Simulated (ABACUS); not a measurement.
Here is an ABACUS 3.10.1 calculation.

INPUT

```
INPUT_PARAMETERS
suffix              Ga
calculation         scf
basis_type          pw
pseudo_dir          ./
symmetry            1
dft_functional      pbe
ecutwfc             81
pseudo_rcut         10
nspin               1
nbands              17
ks_solver           dav
smearing_method     fd
smearing_sigma      0.00367493
scf_thr             1e-08
scf_nmax            100
mixing_type         broyden
mixing_beta         0.7
cal_force           1
cal_stress          1
kpar                4
```

STRU

```
ATOMIC_SPECIES
Ga 69.7230 Ga.upf

LATTICE_CONSTANT
1.8897261246

LATTICE_VECTORS
2.7784220849 0.0000000000 0.0000000000
0.0000000000 3.2816087900 0.0000000000
-1.3434310986 0.0000000000 3.9902731763

ATOMIC_POSITIONS
Direct

Ga
0.0
2
0.1345962700 0.7500000000 0.7701668300 1 1 1
0.8654037300 0.2500000000 0.2298331700 1 1 1
```

The input KPT:

```
K_POINTS
0
Gamma
10 8 7 0 0 0
```

Potentials or basis: PseudoDojo NC SR 0.4.1 PBE standard, plane waves.

Launch:

```console
$ OMP_NUM_THREADS=1 mpirun -np 4 abacus > log
```

Problem. What does it give for the pressure?

Solution. 3.1 GPa.

Problem. Estimate the largest force.

Solution. 0.086 eV/Å.

Stress tensor (GPa, compression positive):
```
 3.79  0.00 -0.42
 0.00  1.95  0.00
-0.42  0.00  3.64
```
